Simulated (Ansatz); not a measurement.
Wanted: the native input for an Ansatz 0.2.0 run.

```yaml
Task: single point
Functional: PBE
Potentials_or_basis: Ansatz PAW
Cutoff: "420 eV (not typed: the program's choice for these potentials)"
k_mesh: 9 × 9 × 9
Occupations: gaussian, width 0.027 eV
Spin: collinear spin, ferromagnetic start
Starting_moments: "[3.0, 0.0] μB"
```

AlFe:

```xyz
2
Lattice="2.9100 0.0000 0.0000 0.0000 2.9100 0.0000 0.0000 0.0000 2.9100" Properties=species:S:1:pos:R:3 pbc="T T T"
Fe    1.4550    1.4550    1.4550
Al    0.0000    0.0000    0.0000
```

One way to write it, as run:

input.yaml

```yaml
crystal:
  lattice:
    - [2.91, 0.0, 0.0]
    - [0.0, 2.91, 0.0]
    - [0.0, 0.0, 2.91]
  atoms:
    - { symbol: Fe, position: [0.5, 0.5, 0.5], spin: 3.0 }
    - { symbol: Al, position: [0.0, 0.0, 0.0] }
hamiltonian:
  xc: pbe
  pseudopotentials: { kind: paw }
magnetization:
  spin_polarized: true
kpoints:
  mp_grid: { grid: [9, 9, 9] }
scf:
  occupations: { method: gaussian, width: 0.027 }
output:
  forces: true
  stress: true
  eigenvalues: true
```

Potentials or basis: Ansatz PAW.

The run is started by

```sh
$ ansatz run input.yaml --threads 2 --pin off --max-ram 5632MiB --backend cpu --events-out ev --progress --plain --runs-dir out
```

Results of the run:

```
Pressure               : -6.2 GPa
Band gap on the k mesh : none (metal or under the smearing width)
Net moment             : 0.66 μB per cell
Absolute moment        : 0.78 μB per cell
Site moments           : Fe +0.71; Al -0.03 μB
```

Wall time 0.85 s on 2 threads of AMD EPYC 9R45 96-Core Processor (Zen 5) (shared host), peak memory 0.36 GiB.
